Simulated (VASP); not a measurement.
# WS2: equation of state with PBEsol

The system is WS2.

```
W S
1.0
     1.57433    0.90894    6.28450
    -1.57433    0.90894    6.28450
     0.00000   -1.81788    6.28450
W S
1 2
Direct
  0.99935 0.99935 0.99935
  0.58285 0.58285 0.58285
  0.74910 0.74910 0.74910
```

Measurements of this composition are mostly on another form, of space group No. 194.

```json
{
 "Program": "VASP 6.6.1",
 "Task": "equation of state",
 "Functional": "PBEsol",
 "Potentials or basis": "VASP PAW PBE potentials, release 64 (W_sv, S)",
 "Cutoff": "520 eV",
 "k mesh": "8 × 8 × 8",
 "Occupations": "gaussian, width 0.02 eV",
 "Spin": "no spin polarisation",
 "Ladder": "gaps",
 "Further INCAR settings": "ALGO = Fast; EDIFF = 1e-06"
}
```

- Equilibrium volume: 18.00 Å³/atom
- Bulk modulus at fixed shape and positions: 166 GPa
- Pressure derivative of the bulk modulus: 4.4 (rough: it moves with the points fitted)

Energy against volume, from the lowest point:
```tsv
volume (Å³/atom)	energy (meV/atom)
17.266	16.61
17.626	4.12
17.986	0.00
18.346	3.38
18.705	13.50
```

All runs of the series together: 12 min on 1 thread of Intel(R) Xeon(R) Platinum 8488C (Sapphire Rapids) (shared host).

Caveat: the cell was scaled at fixed shape and fractional positions, which overstates the stiffness of a crystal with free parameters, most of all of layers and chains; the PAW data sets were made with another functional, which shifts forces and pressure a little. The run has no spin-orbit coupling, so splittings on W are missing.
